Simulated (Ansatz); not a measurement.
# zigzag GaN nanoribbon (N = 2, H edges): bands by functional and under strain

Aim: is the zigzag GaN nanoribbon (N = 2, H edges) a metal or a semiconductor?

Calculated with Ansatz 0.2.0; DFT PBE, plane waves, PAW; relaxation of a wire's period, in the first sound run; inputs show where later runs differ.

### 1. Set-up

The cell holds 6 atoms: 2 H, 2 Ga and 2 N. Its edges and angles: a = 13.250 Å, b = 7.000 Å, c = 3.204 Å, α = 90.0°, β = 90.0°, γ = 90.0°. Vacuum lies along a and b. The structure's axis is c.

### 2. The relaxed wire

Band widths follow the bond lengths, so the wire is relaxed first. The atoms and the third cell vector are free; the box across stays fixed as vacuum. Moments are seeded so that a magnetic state can form if it lies lower. A Fermi-Dirac smearing is set since the result may be a metal. The pressure printed is a third of the stress's trace over the whole box, vacuum included; only the stress along the axis is relaxed.

input.yaml reads:

```yaml
crystal:
  lattice:
    - [13.25, 0.0, 0.0]
    - [0.0, 7.0, 0.0]
    - [0.0, 0.0, 3.204293994]
  atoms:
    - { symbol: H, position: [0.264150943, 0.5, 0.0] }
    - { symbol: Ga, position: [0.379622642, 0.5, 0.0], spin: 0.5 }
    - { symbol: "N", position: [0.658867925, 0.5, 0.0], spin: -0.5 }
    - { symbol: H, position: [0.735849057, 0.5, 0.0] }
    - { symbol: "N", position: [0.449433962, 0.5, 0.5] }
    - { symbol: Ga, position: [0.589056604, 0.5, 0.5] }
magnetization:
  spin_polarized: true
kpoints:
  mp_grid: { grid: [1, 1, 25] }
scf:
  occupations: { method: fermi_dirac, width: 0.05 }
hamiltonian:
  xc: pbe
relax:
  cell: { fix: [a, b, alpha, beta, gamma] }
  max_steps: 60
```

The run is started by

```
$ ansatz run input.yaml --threads 8 --pin off --max-ram 16384MiB --backend cpu --events-out ev --progress --plain --runs-dir out
```

Numbers of over 12 decimals in the logs are rounded to 6 here.

The program printed:

```text
Engine: ansatz 0.2.0, x86_64-unknown-linux-gnu
Pseudopotentials: kind: paw
Pseudopotential: H, paw, valence charge 1, recommended cutoff 420 eV (normal), H.paw.azcp
Pseudopotential: Ga, paw, valence charge 13, recommended cutoff 420 eV (normal), Ga.paw.azcp
Pseudopotential: N, paw, valence charge 5, recommended cutoff 420 eV (normal), N.paw.azcp
Functional definition: PBE
  parameter kappa = 0.804
  parameter beta = 0.066725
  exchange = pbe_x(kappa = kappa, mu = beta*pi^2/3)
  correlation = pbe_c(beta = beta)
Crystal: 6 atoms, lattice volume = 297.198 Å³
Basis set: ecut = 420 eV, 5817 PW (Γ), exchange–correlation on 180×96×48 points (8 copies of the dense FFT grid, shifted against one another)
Bands: 26, of which v1, the nominal top of the filled ones, is band 19 counted from 1 (18 counted from 0)
Symmetry: 4 space group operations
Space group: Pmm2 (ITA 25), of the structure as read, at distance tolerance 6.7e-5 Å
Magnetic group: BNS 25.57 (UNI 155), of the structure as read, at distance tolerance 6.7e-5 Å
k-points: 13 of 25
Non-local potential: H, projectors of the file, l = 0: 2, l = 1: 1
Non-local potential: Ga, projectors of the file, l = 0: 2, l = 1: 2, l = 2: 3, l = 3: 1
Non-local potential: N, projectors of the file, l = 0: 2, l = 1: 2, l = 2: 1
PAW form: soft (Blöchl's): semilocal exchange-correlation on the pseudo side does not see the compensation charge
PAW one-centre angular grid: H, 110 points (default); XC on 64 Gauss nodes
PAW one-centre angular grid: Ga, 590 points (default); XC on 64 Gauss nodes
PAW one-centre angular grid: N, 110 points (default); XC on 64 Gauss nodes
Initial density: superposition of atomic densities (neutral atoms: chi_scale 0, normalization atom)
Starting moments: Σ|m| = 1 μB on 2 of 6 sites
Starting magnetic order: compensated ferrimagnet; no operation exchanges its spin sublattices
Initial wavefunctions: pseudopotential atomic-orbital guess
Functional: x = pbe(κ = 0.804, μ = 0.219515), c = pbe(β = 0.066725)
SCF iter   1: F=—  HF=-8372.306816 eV  |F-HF|=—  |Δ(HF+E_count)|=         —  Δρ=4.36e-2 (↑4.36e-2 ↓3.75e-2)  dr2=2.22e1  dr2_m=6.06e-1  M=0.000 μB ∫|m|=0.130 μB  β_m=0.30  ethr=3.10e-3  ⟨swp⟩=7.5  Hψ=3585  notcnv=0
preconditioner: auto → Resta (q_TF=auto, 1.936 Å⁻¹)  ε∞=1.7  [insulator: Δε(μ)=5.245 eV  Ē_g=15.964 eV  σ=0.050 eV  W_gap=1.00  n_scr=28 (ndim 8)  ℏωp=13.3 eV  f_vac=0.622  D(μ)=0.00/eV (n_scr^D=0)  ε∞_Penn≈1.7  vacuum switching on, ρ_ref=1.8e-2 e/Å³]
spin=Collinear: Resta preconditioning applied to the charge; magnetization (m = ρ↑ − ρ↓) channel mixes plain (no charge-response kernel on spin).
SCF iter   2: F=—  HF=-8366.581913 eV  |F-HF|=—  |Δ(HF+E_count)|=    5.72e0  Δρ=1.70e-2 (↑1.70e-2 ↓1.65e-2)  dr2=2.20e0  dr2_m=3.04e-1  M=0.000 μB ∫|m|=0.117 μB  β_m=0.30  ethr=3.10e-3  ⟨swp⟩=3.3  Hψ=1828  notcnv=0  defer=35
SCF iter   3: F=—  HF=-8366.110389 eV  |F-HF|=—  |Δ(HF+E_count)|=   4.72e-1  Δρ=1.21e-2 (↑1.02e-2 ↓1.21e-2)  dr2=5.03e-1  dr2_m=1.54e-1  M=-0.000 μB ∫|m|=0.097 μB  β_m=0.30  ethr=3.10e-3  ⟨swp⟩=2.4  Hψ=1187  notcnv=0  defer=36
SCF iter   4: F=—  HF=-8366.002466 eV  |F-HF|=—  |Δ(HF+E_count)|=   1.08e-1  Δρ=5.66e-3 (↑5.66e-3 ↓5.61e-3)  dr2=4.25e-2  dr2_m=7.82e-2  M=-0.000 μB ∫|m|=0.077 μB  β_m=0.30  ethr=1.32e-3  ⟨swp⟩=2.8  Hψ=1012  notcnv=0  defer=34
SCF iter   5: F=—  HF=-8366.004033 eV  |F-HF|=—  |Δ(HF+E_count)|=   1.57e-3  Δρ=4.06e-3 (↑3.79e-3 ↓4.06e-3)  dr2=5.62e-3  dr2_m=4.01e-2  M=-0.000 μB ∫|m|=0.062 μB  β_m=0.30  ethr=1.12e-4  ⟨swp⟩=2.8  Hψ=1293  notcnv=0  defer=36
SCF iter   6: F=—  HF=-8366.008118 eV  |F-HF|=—  |Δ(HF+E_count)|=   4.08e-3  Δρ=2.77e-3 (↑2.77e-3 ↓2.77e-3)  dr2=7.08e-4  dr2_m=2.07e-2  M=-0.000 μB ∫|m|=0.050 μB  β_m=0.30  ethr=1.48e-5  ⟨swp⟩=2.3  Hψ=1197  notcnv=0  defer=36
Mixer restart at iter 6: flushing history
spin-set hold released at iteration 6 (site moments contracting): the magnetisation degrees of freedom join the quasi-Newton model from the next iteration; the mixer history was flushed
SCF iter   7: F=—  HF=-8366.010333 eV  |F-HF|=—  |Δ(HF+E_count)|=   2.21e-3  Δρ=2.03e-3 (↑1.98e-3 ↓2.03e-3)  dr2=2.32e-4  dr2_m=1.08e-2  M=-0.000 μB ∫|m|=0.040 μB  β_m=0.65  ethr=1.86e-6  ⟨swp⟩=2.0  Hψ=954  notcnv=0  defer=36
SCF iter   8: F=—  HF=-8366.013486 eV  |F-HF|=—  |Δ(HF+E_count)|=   3.15e-3  Δρ=3.93e-4 (↑3.93e-4 ↓1.80e-4)  dr2=8.31e-4  dr2_m=8.53e-5  M=-0.000 μB ∫|m|=0.009 μB  β_m=0.54  ethr=6.11e-7  ⟨swp⟩=3.0  Hψ=1272  notcnv=0  defer=36
SCF iter   9: F=—  HF=-8366.013316 eV  |F-HF|=—  |Δ(HF+E_count)|=   1.70e-4  Δρ=1.49e-4 (↑1.33e-4 ↓1.49e-4)  dr2=9.88e-6  dr2_m=5.23e-5  M=-0.000 μB ∫|m|=0.007 μB  β_m=0.77  ethr=6.11e-7  ⟨swp⟩=2.2  Hψ=1143  notcnv=0  defer=36
SCF iter  10: F=—  HF=-8366.013436 eV  |F-HF|=—  |Δ(HF+E_count)|=   1.20e-4  Δρ=8.11e-5 (↑4.12e-5 ↓8.11e-5)  dr2=2.54e-5  dr2_m=6.34e-6  M=0.000 μB ∫|m|=0.002 μB  β_m=0.74  ethr=2.60e-8  ⟨swp⟩=3.0  Hψ=1272  notcnv=0  defer=36
SCF iter  11: F=—  HF=-8366.013438 eV  |F-HF|=—  |Δ(HF+E_count)|=   1.91e-6  Δρ=4.59e-5 (↑4.59e-5 ↓2.40e-5)  dr2=1.52e-5  dr2_m=7.77e-7  M=-0.000 μB ∫|m|=0.001 μB  β_m=0.58  ethr=2.60e-8  ⟨swp⟩=2.7  Hψ=1196  notcnv=0  defer=36
SCF iter  12: F=—  HF=-8366.013435 eV  |F-HF|=—  |Δ(HF+E_count)|=   2.31e-6  Δρ=1.81e-5 (↑1.81e-5 ↓8.66e-6)  dr2=1.73e-6  dr2_m=1.65e-7  M=0.000 μB ∫|m|=0.000 μB  β_m=0.53  ethr=2.60e-8  ⟨swp⟩=2.0  Hψ=835  notcnv=0  defer=36
SCF iter  13: F=—  HF=-8366.013435 eV  |F-HF|=—  |Δ(HF+E_count)|=   4.88e-7  Δρ=5.14e-6 (↑5.14e-6 ↓2.09e-6)  dr2=1.29e-7  dr2_m=1.55e-8  M=0.000 μB ∫|m|=0.000 μB  β_m=0.68  ethr=4.56e-9  ⟨swp⟩=2.0  Hψ=1046  notcnv=0  defer=36
SCF iter  14: F=—  HF=-8366.013435 eV  |F-HF|=—  |Δ(HF+E_count)|=   1.74e-8  Δρ=6.45e-7 (↑6.45e-7 ↓4.84e-7)  dr2=2.94e-9  dr2_m=4.16e-10  M=0.000 μB ∫|m|=0.000 μB  β_m=0.64  ethr=2.63e-10  ⟨swp⟩=4.3  Hψ=2122  notcnv=0
SCF iter  15: F=-8366.013435 eV  HF=-8366.013435 eV  |F-HF|=3.64e-12  |Δ(HF+E_count)|=  4.29e-10  Δρ=1.34e-7 (↑8.72e-8 ↓1.34e-7)  dr2=5.10e-11  dr2_m=1.62e-11  M=0.000 μB ∫|m|=0.000 μB  ethr=7.74e-12  ⟨swp⟩=3.2  Hψ=1712  notcnv=0
WARN: the starting moments were not kept: the SCF closed with an absolute magnetisation of 3.9e-6 μB, where they sum to 1 μB in size (2 sites). That is at most 0.1 of that sum. Measured as dr2_m measures the in/out step, that magnetisation stands 2.4e-12 eV from none, at or under the dr2_threshold of 1.0e-7 eV: it is no larger than a step whose dr2_m would equal this threshold. The system may hold no moment; this SCF [...]
SCF 1 converged in 15 iterations: F = -8366.013435 eV  dr2 = 5.10e-11
[...]
iter 7 did not close the SCF: its close was put off for a magnetic moment that had not settled (scf_convergence_deferred on its scf_iter line)
SCF iter   7: F=-8366.039093 eV  HF=-8366.039093 eV  |F-HF|=1.98e-10  |Δ(HF+E_count)|=   1.50e-8  Δρ=1.39e-6 (↑1.36e-6 ↓1.39e-6)  dr2=1.20e-8  dr2_m=1.28e-9  M=0.000 μB ∫|m|=0.000 μB  β_m=0.56  ethr=2.80e-10  ⟨swp⟩=2.0  Hψ=2070  notcnv=0
SCF iter   8: F=-8366.039093 eV  HF=-8366.039093 eV  |F-HF|=1.55e-10  |Δ(HF+E_count)|=   4.92e-9  Δρ=5.05e-7 (↑4.65e-7 ↓5.05e-7)  dr2=1.12e-9  dr2_m=1.87e-10  M=0.000 μB ∫|m|=0.000 μB  ethr=3.15e-11  ⟨swp⟩=1.0  Hψ=1941  notcnv=0
the starting moments were not kept: the SCF closed with an absolute magnetisation of 7.4e-6 μB, where they sum to 1 μB in size (2 sites). That is at most 0.1 of that sum. Measured as dr2_m measures the in/out step, that magnetisation stands 1.2e-11 eV from none, at or under the dr2_threshold of 6.0e-7 eV: it is no larger than a step whose dr2_m would equal this threshold.
SCF 3 converged in 8 iterations: F = -8366.039093 eV  dr2 = 1.12e-9
relax step   3: F+E_penalty+E_count = -8366.03909285 eV  Δ(F+E_penalty+E_count) = -3.965e-3 eV  max|allowed force component| = 1.511e-2 eV/Å  Δτ_max = 0.0126 Å  P = +0.056 GPa  Ω = 298.347 Å³  energy of the carried Pulay correction = -6.283e-4 eV  fix = [a, b, alpha, beta, gamma]  reactions: a +0.002, b +0.143 GPa  (8 SCF iters, dr2 threshold 6.00e-7 eV, accepted)
[...]
relax step   4: F+E_penalty+E_count = -8366.03905495 eV  Δ(F+E_penalty+E_count) = +3.790e-5 eV  max|allowed force component| = 4.186e-3 eV/Å  Δτ_max = 0.0007 Å  P = +0.047 GPa  Ω = 298.444 Å³  energy of the carried Pulay correction = -6.812e-4 eV  fix = [a, b, alpha, beta, gamma]  reactions: a -0.001, b +0.142 GPa  (7 SCF iters, dr2 threshold 1.43e-8 eV, accepted)
Initial wavefunctions: pseudopotential atomic-orbital guess (no wavefunctions were taken with the density)
iter 1 solved again at ethr=2.53e-7 eV; its pass at ethr=3.10e-3 eV (dr2=9.63e-5 eV) is discarded
SCF iter   1: F=—  HF=-8366.037261 eV  |F-HF|=—  |Δ(HF+E_count)|=         —  Δρ=4.34e-5 (↑4.34e-5 ↓4.34e-5)  dr2=5.74e-7  dr2_m=5.58e-12  M=0.000 μB ∫|m|=0.000 μB  β_m=0.30  ethr=2.53e-7  ⟨swp⟩=3.0  Hψ=5188  notcnv=0
preconditioner: auto → Resta (q_TF=auto, 1.935 Å⁻¹)  ε∞=1.8  [insulator: Δε(μ)=3.059 eV  Ē_g=15.043 eV  σ=0.050 eV  W_gap=1.00  n_scr=28 (ndim 8)  ℏωp=13.3 eV  f_vac=0.684  D(μ)=0.00/eV (n_scr^D=0)  ε∞_Penn≈1.8  vacuum switching on, ρ_ref=1.6e-2 e/Å³]
spin=Collinear: Resta preconditioning applied to the charge; magnetization (m = ρ↑ − ρ↓) channel mixes plain (no charge-response kernel on spin).
SCF iter   2: F=—  HF=-8366.038345 eV  |F-HF|=—  |Δ(HF+E_count)|=   1.08e-3  Δρ=3.04e-5 (↑3.04e-5 ↓3.04e-5)  dr2=2.57e-7  dr2_m=3.20e-12  M=0.000 μB ∫|m|=0.000 μB  β_m=0.55  ethr=1.51e-9  ⟨swp⟩=2.0  Hψ=1140  notcnv=0
SCF iter   3: F=—  HF=-8366.039668 eV  |F-HF|=—  |Δ(HF+E_count)|=   1.32e-3  Δρ=6.50e-6 (↑6.50e-6 ↓6.49e-6)  dr2=5.24e-8  dr2_m=4.31e-13  M=0.000 μB ∫|m|=0.000 μB  β_m=0.50  ethr=6.76e-10  ⟨swp⟩=3.0  Hψ=1376  notcnv=0
SCF iter   4: F=—  HF=-8366.039773 eV  |F-HF|=—  |Δ(HF+E_count)|=   1.05e-4  Δρ=9.12e-7 (↑9.12e-7 ↓9.12e-7)  dr2=6.46e-9  dr2_m=1.08e-13  M=0.000 μB ∫|m|=0.000 μB  β_m=0.68  ethr=1.38e-10  ⟨swp⟩=3.8  Hψ=1362  notcnv=0
SCF iter   5: F=—  HF=-8366.039776 eV  |F-HF|=—  |Δ(HF+E_count)|=   3.02e-6  Δρ=5.10e-7 (↑5.10e-7 ↓5.08e-7)  dr2=2.51e-9  dr2_m=2.72e-14  M=0.000 μB ∫|m|=0.000 μB  β_m=0.67  ethr=1.70e-11  ⟨swp⟩=2.6  Hψ=928  notcnv=0
SCF iter   6: F=—  HF=-8366.039770 eV  |F-HF|=—  |Δ(HF+E_count)|=   5.54e-6  Δρ=1.62e-7 (↑1.62e-7 ↓1.62e-7)  dr2=3.91e-10  dr2_m=4.84e-15  M=0.000 μB ∫|m|=0.000 μB  β_m=0.63  ethr=6.60e-12  ⟨swp⟩=3.0  Hψ=1350  notcnv=0
SCF iter   7: F=-8366.039771 eV  HF=-8366.039771 eV  |F-HF|=7.77e-10  |Δ(HF+E_count)|=   5.59e-8  Δρ=5.59e-8 (↑5.55e-8 ↓5.59e-8)  dr2=5.09e-11  dr2_m=2.97e-15  M=0.000 μB ∫|m|=0.000 μB  ethr=1.00e-12  ⟨swp⟩=3.1  Hψ=2626  notcnv=0
the starting moments were not kept: the SCF closed with an absolute magnetisation of 6.1e-8 μB, where they sum to 1 μB in size (2 sites). That is at most 0.1 of that sum. Measured as dr2_m measures the in/out step, that magnetisation stands 6.5e-16 eV from none, at or under the dr2_threshold of 6.0e-11 eV: it is no larger than a step whose dr2_m would equal this threshold.
SCF 5 converged in 7 iterations: F = -8366.039771 eV  dr2 = 5.09e-11
relax step   5: F+E_penalty+E_count = -8366.03977050 eV  Δ(F+E_penalty+E_count) = -7.156e-4 eV  max|allowed force component| = 4.035e-3 eV/Å  Δτ_max = 0.0000 Å  P = +0.049 GPa  Ω = 298.444 Å³  fix = [a, b, alpha, beta, gamma]  reactions: a -0.004, b +0.151 GPa  stress off target by 9.28e-4 GPa on what of the cell is left free  SCF on the basis re-selected at this cell (its energy is not comparable with the rows above)  (7 SCF iters)
basis re-selected at this cell: Δ(F+E_penalty+E_count) = -7.156e-4 eV, ΔP = +0.003 GPa vs the last step (what re-selecting the basis moved, of the pressure what is left beyond the Pulay correction that the steps carried, after the strain that the cell walked since its last selection, with what the two solves' SCF thresholds leave and, on support functions, any second-order correction that the steps lacked; it is no m [...]
SCF converged after 7 iterations
Magnetization: 0.0000 μB (19.0000 up, 19.0000 down)
Absolute magnetization: 0.0000 μB (∫|ρ↑−ρ↓|, with the PAW one-centre terms)
Spin contamination: 0.0000 ħ² per cell (⟨S²⟩ above its minimum at these occupations)
Per-site moments (μB) at R_I (Å): [(1.003766563994103e-8, 0.642043), (2.405150620218814e-10, 0.642043), (3.278843978137173e-9, 0.419541), (-1.2329032427198198e-9, 0.419541), (-7.345340241405769e-9, 0.765573), (-3.6594803752862444e-10, 0.754872)]
Free energy (F): -8366.039771 eV
Harris-Foulkes:  -8366.039771 eV  (|F-HF|=7.77e-10)
Internal energy: -8366.039771 eV  (E = F + TS)
E sigma→0 (E₀):  -8366.039771 eV
Fermi energy:    -1.476580 eV
--- Per-component energies (eV) ---
  E_band       = -473.111301
  E_kinetic    = 516.794800
  E_local      = -12278.927665  (includes V_loc(G=0)·N_el)
  E_nonlocal   = 947.255116
  E_hartree    = 5747.879661
  E_xc         = -273.023266
  E_vxc        = -287.415204  (∫ρ·V_xc dr)
  E_paw        = -4236.318355  (= ΣΔE_a)
  E_vpaw       = -866.574809  (= ΣTr[D̂ρ^β])
  E_aug_tail   = -0.002597  (compensation charges beyond the density's cutoff)
  E_ewald      = 1210.302535
  E_smearing   = -0.000000  (= −TS)
  E_closure    = 0.000000  (closes the sum)
  Σ components = -8366.039771   (vs F -8366.039771, Δ=0.00e0)
--- Forces (eV/Å), atoms counted from 1 ---
  atom   1  H      0.00039981    -0.00000000     0.00000000
  atom   2  Ga     0.00008571    -0.00000000     0.00000000
  atom   3  N     -0.00296531     0.00000000     0.00000000
  atom   4  H      0.00314000    -0.00000000     0.00000000
  atom   5  N     -0.00403388     0.00000000     0.00000000
  atom   6  Ga     0.00337757    -0.00000000     0.00000000
  max |Σ_I F_I| component: 3.90e-6 eV/Å
--- Stress (GPa, compression-positive) ---
       -0.003992      -0.000000       0.000000
       -0.000000       0.151295       0.000000
        0.000000       0.000000       0.000928
  P = ⅓ Tr σ = 0.0494 GPa (0.494 kbar)
--- Relaxed structure (4 steps of the walk, 4 accepted, 1 SCFs on fresh bases) ---
  F+E_penalty+E_count = -8366.03977050 eV   max|allowed force component| = 4.035e-3 eV/Å   (the final SCF, on the basis selected at the relaxed cell)
  cell:  # Å, volume = 298.4443 Å³
    - [13.25, 0.0, 0.0]
    - [0.0, 7.0, 0.0]
    - [0.0, 0.0, 3.217729]
  atoms:
    - { symbol: H, position: [0.263022, 0.500000, 0.0] }
    - { symbol: Ga, position: [0.380492, 0.500000, 0.0] }
    - { symbol: N, position: [0.657101, 0.500000, 0.0] }
    - { symbol: H, position: [0.733861, 0.500000, 0.0] }
    - { symbol: N, position: [0.451217, 0.500000, 0.5] }
    - { symbol: Ga, position: [0.591288, 0.500000, 0.5] }
```

Wall time 5.1 s (8 threads of AMD EPYC 9R45, shared host); peak memory 0.88 GiB.

Relaxation path:

| step | energy less that of the first step (eV) | largest force component (eV/Å) | pressure (GPa) | volume (Å³) |
| --- | --- | --- | --- | --- |
| 1 | 0.0000 | 0.8033 | 0.07 | 297.20 |
| 2 | -0.0217 | 0.3684 | 0.04 | 298.02 |
| 3 | -0.0257 | 0.0151 | 0.06 | 298.35 |
| 4 | -0.0256 | 0.0042 | 0.05 | 298.44 |
| 5* | -0.0263 | 0.0040 | 0.05 | 298.44 |

Relaxation steps marked * repeat the geometry before them on a plane-wave basis chosen anew for their cell, so energy and pressure can jump there.

Forces are held to the 4 operations that the run works with; a distortion that breaks them can't arise in this run.

| cell as run | before | after | change |
| --- | --- | --- | --- |
| c (Å) | 3.204 | 3.218 | +0.4 % |

The atoms that moved most (Å, along periodic axes as changes of fractional coordinates times the final cell, across vacuum about the mean position):

| atom | dx | dy | dz | length |
| --- | --- | --- | --- | --- |
| Ga6 | 0.030 | 0.000 | 0.000 | 0.030 |
| H4 | -0.026 | 0.000 | 0.000 | 0.026 |
| N5 | 0.024 | 0.000 | 0.000 | 0.024 |
| N3 | -0.023 | 0.000 | 0.000 | 0.023 |
| H1 | -0.015 | 0.000 | 0.000 | 0.015 |
| Ga2 | 0.012 | 0.000 | 0.000 | 0.012 |

Final coordinates:

```xyz
6
Lattice="13.2500 0.0000 0.0000 0.0000 7.0000 0.0000 0.0000 0.0000 3.2177" Properties=species:S:1:pos:R:3
H     3.4850    3.5000    0.0000
Ga    5.0415    3.5000    0.0000
N     8.7066    3.5000    0.0000
H     9.7237    3.5000    0.0000
N     5.9786    3.5000    1.6089
Ga    7.8346    3.5000    1.6089
```

Numbers from this step:

* cell length along the wire: 3.218 Å

The cell's length comes to 3.218 Å with no moment.

[end of part 1 of 4]

[Logs are printed without paths, hosts, clocks, repeated set-up lines and the standing remarks that a program may print on its own settings, such as how far it seeks lower states.]

[Hosts, paths, dates, database ids (printed as entryN), source tags and the programs' standing remarks are cut or masked in the printed files.]
